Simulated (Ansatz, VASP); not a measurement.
Ni: programs and potentials compared

The starting cell:

```
Ni
1.0
     0.00000    1.73757    1.73757
     1.73757    0.00000    1.73757
     1.73757    1.73757    0.00000
Ni
1
Direct
  0.00000 0.00000 0.00000
```

Alike in all runs: task relaxation of cell and atoms; functional LDA; k mesh 13 × 13 × 13; occupations fermi-dirac, width 0.05 eV; collinear spin, ferromagnetic start; no spin-orbit coupling. LDA stands for any of its common fits.

```csv
program and potentials,plane-wave cutoff (eV),notes,equilibrium volume (Å³/atom)
"Ansatz, Ansatz PAW",420,"potentials made for PBE, which Ansatz adapts in part; 18 valence electrons an atom on average",10.04
"VASP, LDA PAW files Ni, 600 eV",600,10 valence electrons an atom on average,10.02
"Ansatz, all-electron LAPW, scalar-relativistic",-,-,10.03
```

The equilibrium volume spans 10.02 (VASP, LDA PAW files Ni, 600 eV) to 10.04 Å³/atom (Ansatz, Ansatz PAW), with all-electron results at 10.03. The state is the one that the start led to, which needn't be the lowest. Relaxations stop with a little pressure left, so the last digit of a volume isn't settled.

Differences between rows come from potentials, basis sets and numerical settings, since the functional is the same but for its coding. Runs on potential files found faulty are left out.
